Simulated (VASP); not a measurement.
# AlN (P6_3mc) in VASP: a series of runs

Runs on AlN. Level: PBE. Tasks: relaxation of cell and atoms, vibrations by finite differences.

Program: VASP 6.6.1. These are calculated values, not measurements. Logs are shortened: lines on timing, memory, paths and dates and some standing lists are left out, and cuts for length are marked.

## 1. The structure

The structure is hexagonal, space group P6_3mc (No. 186). The conventional cell has a = 3.113 Å, b = 3.113 Å, c = 4.981 Å, α = 90.00°, β = 90.00°, γ = 120.00°. Al (site symmetry 3m) has 4 N at 1.89 Å as nearest neighbours. N (site symmetry 3m) is surrounded by 4 Al at 1.89 Å.

## 2. Relaxation of cell and atoms, PBE

The input, INCAR:

```
SYSTEM = AlN
PREC = Accurate ; ENCUT = 900
EDIFF = 1E-7 ; ISMEAR = 0
SIGMA = 0.02 ; LREAL = .FALSE.
LASPH = .TRUE. ; NELM = 100
ALGO = Normal ; ISIF = 3
LWAVE = .FALSE. ; LCHARG = .FALSE.
GGA = PE ; IBRION = 2
NSW = 80 ; EDIFFG = -0.002
KPAR = 4
```

The input, KPOINTS:

```
Automatic mesh
0
G
  12 12 6
  0 0 0
```

The input, POSCAR:

```
AlN
1.0
    3.1130000000      0.0000000000      0.0000000000
   -1.5565000000      2.6959370800      0.0000000000
    0.0000000000      0.0000000000      4.9810000000
Al N
2 2
Direct
    0.3333333300      0.6666666700      0.0000000000
    0.6666666700      0.3333333300      0.5000000000
    0.3333333300      0.6666666700      0.3800000000
    0.6666666700      0.3333333300      0.8800000000
```

Potentials or basis: VASP PAW PBE potentials, release 64 (Al, N_h).

Run with:

```bash
$ cat potpaw_PBE.64/Al/POTCAR potpaw_PBE.64/N_h/POTCAR > POTCAR
$ mpirun -np 4 vasp_std > vasp.out
```

OUTCAR:

```text
SYSTEM = AlN
   PREC = Accurate
   ENCUT = 900
   EDIFF = 1E-7
   ISMEAR = 0
   LREAL = .FALSE.
   LASPH = .TRUE.
   NELM = 100
   ISIF = 3
   GGA = PE
   IBRION = 2
   NSW = 80
   EDIFFG = -0.002

 ion  position               nearest neighbor table
   1  0.333  0.667  0.000-   3 1.89   4 1.89   4 1.89   4 1.89   2 3.07   2 3.07   2 3.07   2 3.07
                             2 3.07   2 3.07
   2  0.667  0.333  0.500-   4 1.89   3 1.89   3 1.89   3 1.89   1 3.07   1 3.07   1 3.07   1 3.07
                             1 3.07   1 3.07
   3  0.333  0.667  0.380-   1 1.89   2 1.89   2 1.89   2 1.89
   4  0.667  0.333  0.880-   2 1.89   1 1.89   1 1.89   1 1.89

  LATTYP: Found a hexagonal cell.
 ALAT       =     3.1130000000
 C/A-ratio  =     1.6000642467

  Lattice vectors:

 A1 = (   3.1130000000,   0.0000000000,   0.0000000000)
 A2 = (  -1.5565000000,   2.6959370800,   0.0000000000)
 A3 = (   0.0000000000,   0.0000000000,   4.9810000000)

Analysis of symmetry for initial positions (statically):
=====================================================================
 Subroutine PRICEL returns:
 Original cell was already a primitive cell.

 Routine SETGRP: Setting up the symmetry group for a
 hexagonal supercell.

 Subroutine GETGRP returns: Found 12 space group operations
 (whereof  6 operations were pure point group operations)
 out of a pool of 24 trial point group operations.

The static configuration has the point symmetry C_3v.
 The point group associated with its full space group is C_6v.

Analysis of symmetry for dynamics (positions and initial velocities):
=====================================================================
 Subroutine PRICEL returns:
 Original cell was already a primitive cell.

 Routine SETGRP: Setting up the symmetry group for a
 hexagonal supercell.

 Subroutine GETGRP returns: Found 12 space group operations
 (whereof  6 operations were pure point group operations)
 out of a pool of 24 trial point group operations.

The dynamic configuration has the point symmetry C_3v.
 The point group associated with its full space group is C_6v.

 Subroutine INISYM returns: Found 12 space group operations
 (whereof  6 operations are pure point group operations),
 and found     1 'primitive' translations

----------------------------------------------------------------------------------------

                                     Primitive cell

  volume of cell :      41.8028

  direct lattice vectors                    reciprocal lattice vectors
     3.113000000  0.000000000  0.000000000     0.321233537  0.185464269  0.000000000
    -1.556500000  2.695937080  0.000000000     0.000000000  0.370928538  0.000000000
     0.000000000  0.000000000  4.981000000     0.000000000  0.000000000  0.200762899

  length of vectors
     3.113000000  3.112999998  4.981000000     0.370928538  0.370928538  0.200762899

  position of ions in fractional coordinates (direct lattice)
     0.333333330  0.666666670  0.000000000
     0.666666670  0.333333330  0.500000000
     0.333333330  0.666666670  0.380000000
     0.666666670  0.333333330  0.880000000

  ion indices of the primitive-cell ions
   primitive index   ion index
                 1           1
                 2           2
                 3           3
                 4           4

----------------------------------------------------------------------------------------

 KPOINTS: Automatic mesh

Automatic generation of k-mesh.
 Grid dimensions read from file:
 generate k-points for:   12   12    6

 Generating k-lattice:

  Cartesian coordinates                     Fractional coordinates (reciprocal lattice)
     0.026769461  0.015455356  0.000000000     0.083333333 -0.000000000  0.000000000
     0.000000000  0.030910712  0.000000000     0.000000000  0.083333333  0.000000000
     0.000000000  0.000000000  0.033460483     0.000000000  0.000000000  0.166666667

  Length of vectors
     0.030910711  0.030910712  0.033460483

  Shift w.r.t. Gamma in fractional coordinates (k-lattice)
     0.000000000  0.000000000  0.000000000

 Subroutine IBZKPT returns following result:
 ===========================================

 Found     76 irreducible k-points:

 Following reciprocal coordinates:
            Coordinates               Weight
  0.000000  0.000000  0.000000      1.000000
  0.083333  0.000000  0.000000      6.000000
  0.166667  0.000000  0.000000      6.000000
  0.250000  0.000000  0.000000      6.000000
  0.333333  0.000000  0.000000      6.000000
  0.416667  0.000000  0.000000      6.000000
[... 16 lines left out ...]
  0.250000  0.000000  0.166667     12.000000
  0.333333  0.000000  0.166667     12.000000
 [... further k-points ...]
   k-points           NKPTS =     76   k-points in BZ     NKDIM =     76   number of bands    NBANDS=     12
   number of dos      NEDOS =    301   number of ions     NIONS =      4
   total plane-waves  NPLWV =  45000
   dimension x,y,z NGX =    30 NGY =   30 NGZ =   50
   dimension x,y,z NGXF=    60 NGYF=   60 NGZF=  100
   ions per type =               2   2
   NGX,Y,Z   is equivalent  to a cutoff of  16.02, 16.02, 16.69 a.u.
   NGXF,Y,Z  is equivalent  to a cutoff of  32.04, 32.04, 33.38 a.u.
 SYSTEM =  AlN
   PREC   = accura    normal or accurate (medium, high low for compatibility)
   ISTART =      0    job   : 0-new  1-cont  2-samecut
   ICHARG =      2    charge: 1-file 2-atom 10-const
   ISPIN  =      1    spin polarized calculation?
   LNONCOLLINEAR =      F non collinear calculations
   LSORBIT =      F    spin-orbit coupling
   LASPH  =      T    aspherical Exc in radial PAW
   ENCUT  =  900.0 eV  66.15 Ry    8.13 a.u.   7.61  7.61 12.18*2*pi/ulx,y,z
   NELM   =    100;   NELMIN=  2; NELMDL= -5     # of ELM steps
   EDIFF  = 0.1E-06   stopping-criterion for ELM
   LREAL  =      F    real-space projection
   EDIFFG = -.2E-02   stopping-criterion for IOM
   NSW    =     80    number of steps for IOM
   IBRION =      2    ionic relax: 0-MD 1-quasi-New 2-CG
   NFREE  =      1    steps in history (QN), initial steepest desc. (CG)
   ISIF   =      3    stress and relaxation
   ISYM   =      2    0-nonsym 1-usesym 2-fastsym
   POTIM  = 0.5000    time-step for ionic-motion
   TEBEG  =    0.0;   TEEND  =   0.0 temperature during run
   PSTRESS=    0.0 pullay stress
   NELECT =      16.0000    total number of electrons
   NUPDOWN=      -1.0000    fix difference up-down
   EMIN   =  10.00;   EMAX   =-10.00  energy-range for DOS
   EFERMI =   0.00;   METHOD = LEGACY
   ISMEAR =     0;   SIGMA  =   0.02  broadening in eV -4-tet -1-fermi 0-gaus
   EFERMI_NEDOS =   21; number of points for ismear=-14 and -15
   IALGO  =     38    algorithm
   IMIX   =      4    mixing-type and parameters
     AMIX     =   0.40;   BMIX     =  1.00
     AMIX_MAG =   1.60;   BMIX_MAG =  1.00
  volume/ion in A,a.u.               =      10.45        70.52
  Fermi-wavevector in a.u.,A,eV,Ry     =   1.188629  2.246183 19.222843  1.412839
  Thomas-Fermi vector in A             =   2.324754
   LORBIT       =      0    0 simple, 1 ext, 2 COOP (PROOUT), +10 PAW based schemes
   GGA     = PE    functional components
   LHFCALC =     F    Hartree Fock is set to
   AEXX    =    0.0000 exact exchange contribution
   IVDW    =     0    specifies the selected vdW correction
   LEPSILON=     F    determine dielectric tensor
   LRPA    =     F    only Hartree local field effects (RPA)
 conjugate gradient relaxation of ions
 non-spin polarized calculation
 Gauss-broadening in eV      SIGMA  =   0.02
  energy-cutoff  :      900.00
  volume of cell :       41.80
 maximum number of plane-waves:      2592
   NGX = 15   NGY = 15   NGZ = 25

--------------------------------------- Ionic step        1  -------------------------------------------

 number of electron      15.9999999 magnetization

 Free energy of the ion-electron system (eV)
  ---------------------------------------------------
  ext. energy  EPLUGINS =         0.00000000
  ---------------------------------------------------
  free energy    TOTEN  =       -29.78470746 eV

  energy without entropy =      -29.78470746  energy(sigma->0) =      -29.78470746

------------------------ aborting loop because EDIFF is reached ----------------------------------------

  FORCE on cell =-STRESS in cart. coord.  units (eV):
  Direction    XX          YY          ZZ          XY          YZ          ZX
  --------------------------------------------------------------------------------------
  -------------------------------------------------------------------------------------
  Total        0.7113514      0.7113514      1.1429045      0.0000000      0.0000000      0.0000000
  in kB       27.2639882     27.2639882     43.8041336      0.0000000      0.0000000      0.0000000
  external PRESSURE =      32.7773700 kB  Pullay stress =       0.0000000 kB
[... 251 lines left out ...]
  energy  without entropy=      -29.7926363117  energy(sigma->0) =      -29.79263631

--------------------------------------- Ionic step        8  -------------------------------------------

 number of electron      16.0000000 magnetization

 Free energy of the ion-electron system (eV)
  ---------------------------------------------------
  ext. energy  EPLUGINS =         0.00000000
  ---------------------------------------------------
  free energy    TOTEN  =       -29.79263941 eV

  energy without entropy =      -29.79263941  energy(sigma->0) =      -29.79263941

 E-fermi :   6.4096     XC(G=0): -10.8532

 val. band max:        6.3091649657   @ k =   0.0000   0.0000   0.0000
 cond. band min:      10.3765889165   @ k =   0.0000   0.0000   0.0000
 fundamental gap:      4.0674239508
 Fermi energy:         6.4096185037

 k-point     1 :       0.0000    0.0000    0.0000
  band No.  band energies     occupation
      1      -8.7751      2.00000
      2      -6.6846      2.00000
      3       0.3904      2.00000
      4       5.4629      2.00000
      5       5.4629      2.00000
      6       6.1064      2.00000
      7       6.1064      2.00000
      8       6.3092      2.00000
      9      10.3766      0.00000
     10      12.8409      0.00000
     11      16.7882      0.00000
     12      17.3548      0.00000
[... 331 lines left out ...]
 k-point    24 :       0.3333    0.0000    0.1667
  band No.  band energies     occupation
      1      -7.4791      2.00000
      2      -6.2826      2.00000
      3       1.4589      2.00000
      4       2.4085      2.00000
      5       3.0105      2.00000
      6       4.5659      2.00000
      7       5.5286      2.00000
      8       5.6625      2.00000
      9      12.0995      0.00000
     10      12.9153      0.00000
     11      14.6745      0.00000
     12      16.3607      0.00000

 [... further k-points ...]

------------------------ aborting loop because EDIFF is reached ----------------------------------------

  FORCE on cell =-STRESS in cart. coord.  units (eV):
  Direction    XX          YY          ZZ          XY          YZ          ZX
  --------------------------------------------------------------------------------------
  -------------------------------------------------------------------------------------
  Total       -0.0029172     -0.0029172     -0.0030501      0.0000000     -0.0000000     -0.0000000
  in kB       -0.1100506     -0.1100506     -0.1150610      0.0000000     -0.0000000     -0.0000000
  external PRESSURE =      -0.1117207 kB  Pullay stress =       0.0000000 kB
[... 19 lines left out ...]
  FREE ENERGIE OF THE ION-ELECTRON SYSTEM (eV)
  ---------------------------------------------------
  free  energy   TOTEN  =       -29.7926394113 eV

  energy  without entropy=      -29.7926394113  energy(sigma->0) =      -29.79263941

 reached required accuracy - stopping structural energy minimisation
```

Wall time 65 s (4 MPI ranks of Intel Xeon Platinum 8375C at 2.90GHz (Ice Lake), shared host); peak memory 0.26 GiB.

Results:

```yaml
Free_energy: -29.7926 eV
Relaxed_volume: 10.62 Å³/atom
Relaxed_cell: a = 3.127 Å, b = 3.127 Å, c = 5.014 Å, α = 90.00°, β = 90.00°, γ = 120.00°
Space_group_after_relaxing_to_0.05_Å: P6_3mc (No. 186)
Energy_gained_by_relaxing: 2.0 meV/atom
Ionic_steps: 8
Pressure_after_relaxing: 0.0 GPa
Band_gap_on_the_k_mesh: 4.07 eV, direct
```

The path:
| step | energy change (eV) | largest force (eV/Å) | pressure (GPa) | volume (Å³) |
| --- | --- | --- | --- | --- |
| 1 | 0.0000 | 0.1290 | 3.28 | 41.80 |
| 2 | -0.0012 | 0.0916 | -2.86 | 43.11 |
| 3 | -0.0079 | 0.0055 | 0.00 | 42.47 |
| 4 | -0.0079 | 0.0082 | 0.05 | 42.46 |
| 5 | -0.0079 | 0.0059 | 0.05 | 42.46 |
| 6 | -0.0079 | 0.0039 | 0.05 | 42.46 |
| 7 | -0.0079 | 0.0036 | -0.05 | 42.48 |
| 8 | -0.0079 | 0.0002 | -0.01 | 42.47 |

Final structure:
```
Al N
1.0
     3.12749    0.00000    0.00000
    -1.56374    2.70848    0.00000
     0.00000    0.00000    5.01381
Al N
2 2
Cartesian
  0.0000 1.8057 5.0100
  1.5637 0.9028 2.5031
  0.0000 1.8057 1.9091
  1.5637 0.9028 4.4160
```

Levels at points of the mesh, in eV from the valence-band top:
```csv
k point,band 4,band 5,band 6,band 7,band 8,band 9,band 10,band 11,band 12
"(0.00, 0.00, 0.00)",-0.85,-0.85,-0.20,-0.20,0.00,4.07,6.53,10.48,11.05
"(0.50, 0.00, 0.00)",-4.13,-3.30,-2.06,-1.75,-0.68,5.77,5.77,8.05,10.16
"(0.00, 0.00, 0.50)",-3.30,-0.53,-0.53,-0.53,-0.53,6.33,6.33,10.19,10.19
"(0.50, 0.00, 0.50)",-5.53,-1.44,-1.44,-1.35,-1.35,5.25,5.25,9.16,9.16
```

Caveat: the cutoff is under 1.25 times the usual one of these potentials, so pressure, stress and relaxed cells hold a basis-set (Pulay) error. A k mesh can miss the band edges.

## 3. Relaxation of cell and atoms, PBE

This run uses another cell than the first one, of 10.62 Å³/atom, 1.016 times its volume.

INCAR is that of step 2.

KPOINTS is that of step 2.

The input, POSCAR:

```
AlN                                     
1.0
    3.1274873079      0.0000000000      0.0000000000
   -1.5637436539      2.7084834566     -0.0000000000
    0.0000000000      0.0000000000      5.0138069846
  Al              N             
     2     2
Direct
     0.3333333300000021    0.6666666699999979    0.9992330718798468
     0.6666666699999979    0.3333333300000021    0.4992330718798467
     0.3333333300000021    0.6666666699999979    0.3807669281201558
     0.6666666699999979    0.3333333300000021    0.8807669281201558
```

Potentials or basis: VASP PAW PBE potentials, release 64 (Al, N_h).

Run with:

```bash
$ cat potpaw_PBE.64/Al/POTCAR potpaw_PBE.64/N_h/POTCAR > POTCAR
$ mpirun -np 4 vasp_std > vasp.out
```

Run time: 30 s. Hardware: 4 MPI ranks of Intel Xeon Platinum 8375C at 2.90GHz (Ice Lake), shared host; peak memory 0.27 GiB.

It converged, with:

* Free energy: -29.7940 eV
* Relaxed volume: 10.62 Å³/atom
* Relaxed cell: a = 3.128 Å, b = 3.128 Å, c = 5.014 Å, α = 90.00°, β = 90.00°, γ = 120.00°
* Space group after relaxing (to 0.05 Å): P6_3mc (No. 186)
* Energy gained by relaxing: 0.0 meV/atom
* Ionic steps: 3
* Pressure after relaxing: 0.0 GPa
* Band gap on the k mesh: 4.07 eV, direct

Final structure:
```
Al N
1.0
     3.12772    0.00000    0.00000
    -1.56386    2.70868    0.00000
     0.00000    0.00000    5.01426
Al N
2 2
Direct
  0.33333 0.66667 0.99923
  0.66667 0.33333 0.49923
  0.33333 0.66667 0.38077
  0.66667 0.33333 0.88077
```

Levels at points of the mesh, in eV from the valence-band top:
```tsv
k point	band 5	band 6	band 7	band 8	band 9	band 10	band 11	band 12
(0.00, 0.00, 0.00)	-0.85	-0.20	-0.20	0.00	4.07	6.53	10.48	11.04
(0.50, 0.00, 0.00)	-3.30	-2.06	-1.75	-0.68	5.77	5.77	8.04	10.16
(0.00, 0.00, 0.50)	-0.53	-0.53	-0.53	-0.53	6.33	6.33	10.19	10.19
(0.50, 0.00, 0.50)	-1.44	-1.44	-1.35	-1.35	5.25	5.25	9.16	9.16
```

Caveat: the cutoff is under 1.25 times the usual one of these potentials, so pressure, stress and relaxed cells hold a basis-set (Pulay) error. A k mesh can miss the band edges.

## 4. Vibrations by finite differences, PBE

This run uses another cell than the first one, of 10.62 Å³/atom, 1.016 times its volume.

The input, INCAR:

```
PREC = Accurate
ENCUT = 900
EDIFF = 1E-8
ISMEAR = 0
SIGMA = 0.02
LREAL = False
LASPH = True
NELM = 100
ALGO = Normal
ISIF = 3
LWAVE = False
LCHARG = False
GGA = PE
IBRION = 6
NFREE = 2
POTIM = 0.015
NSW = 1
KPAR = 4
```

The input, KPOINTS:

```
regular mesh
0
Gamma
  12 12 6
```

The input, POSCAR:

```
AlN                                     
1.0
    3.1277167847      0.0000000000      0.0000000000
   -1.5638583923      2.7086821894      0.0000000000
    0.0000000000      0.0000000000      5.0142576361
  Al              N             
     2     2
Direct
     0.3333333300000021    0.6666666699999979    0.9992324204283666
     0.6666666699999979    0.3333333300000021    0.4992324204283665
     0.3333333300000021    0.6666666699999979    0.3807675795716361
     0.6666666699999979    0.3333333300000021    0.8807675795716360
```

Run with:

```bash
$ cat potpaw_PBE.64/Al/POTCAR potpaw_PBE.64/N_h/POTCAR > POTCAR
$ mpirun -np 4 vasp_std > vasp.out
```

Wall time 11 min (4 MPI ranks of Intel Xeon Platinum 8375C at 2.90GHz (Ice Lake), shared host); peak memory 0.83 GiB.

The run converged. Its results:

- Voigt bulk modulus: 199 GPa
- Highest phonon frequency at Γ, LO-TO splitting left out: 708 cm⁻¹

Phonon frequencies in cm⁻¹ (negative: imaginary):
```csv
q point,frequencies
"(0.000, 0.000, 0.000)",0 0 0 237 237 536 597 639 639 652 652 708
```

Elastic tensor in Voigt notation (GPa, in the Cartesian axes of the cell as first typed):
```
382 131 100   0   0   0
131 382 100   0   0   0
100 100 362   0   0   0
  0   0   0 114   0   0
  0   0   0   0 114   0
  0   0   0   0   0 126
```

Clamped-ion elastic tensor (GPa):
```
446  99  64   0   0   0
 99 446  64   0   0   0
 64  64 442   0   0   0
  0   0   0 127   0   0
  0   0   0   0 127   0
  0   0   0   0   0 174
```

Caveat: the cutoff is under 1.25 times the usual one of these potentials, so pressure, stress and relaxed cells hold a basis-set (Pulay) error.
